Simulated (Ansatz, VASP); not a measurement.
Sn, level by level in two programs

```xyz
2
Lattice="0.0000 3.2548 3.2548 3.2548 0.0000 3.2548 3.2548 3.2548 0.0000" Properties=species:S:1:pos:R:3 pbc="T T T"
Sn    4.8821    4.8821    4.8821
Sn    3.2548    3.2548    3.2548
```

Change from the starting cell: volume scaled by 1.02.

Single points on this cell with VASP 6.6.1 and Ansatz 0.2.0. Each row is one pair of runs. Alike in all rows: spin: off; k mesh: 7 × 7 × 7; smearing: fermi-dirac, width 0.05 eV; VASP's potentials, cutoff: VASP PAW PBE potentials, release 64 (Sn_d), 520 eV.

```csv
level,"Ansatz's potentials, cutoff","gap on the k mesh at the Fermi level (eV), VASP","gap on the k mesh at the Fermi level (eV), Ansatz","pressure (GPa), VASP","pressure (GPa), Ansatz"
PBE,"Ansatz PAW, 420 eV",none,none,2.8,2.8
PBE,"Ansatz PAW earlier set, 770 eV",none,none,2.8,2.8
PBE,"SPMS NC, 490 eV",none,none,2.8,2.9
PBE,"JTH PAW, 6600 eV",none,none,2.8,2.8
PBE,"PseudoDojo standard (PBE files), 980 eV",none,none,2.8,2.8
PBE,"PseudoDojo stringent (PBE files), 1388 eV",none,none,2.8,2.8
PBE,"Ansatz NC, 980 eV",none,none,2.8,2.8
r2SCAN,"Ansatz PAW, 500 eV",none,none,1.2,1.2
```

Pressure (GPa): the two programs differ by at most 0.14.

A gap of «none» marks a metal or a gap that the smearing closes.

Caveats: the PAW data sets were made with another functional, which shifts forces and pressure a little (VASP); the pressure holds a Pulay correction of +0.4 GPa for the finite cutoff (Ansatz); the PAW data sets come from PBE, with cores solved anew for the run's functional, which leaves a small shift of forces and pressure (Ansatz).
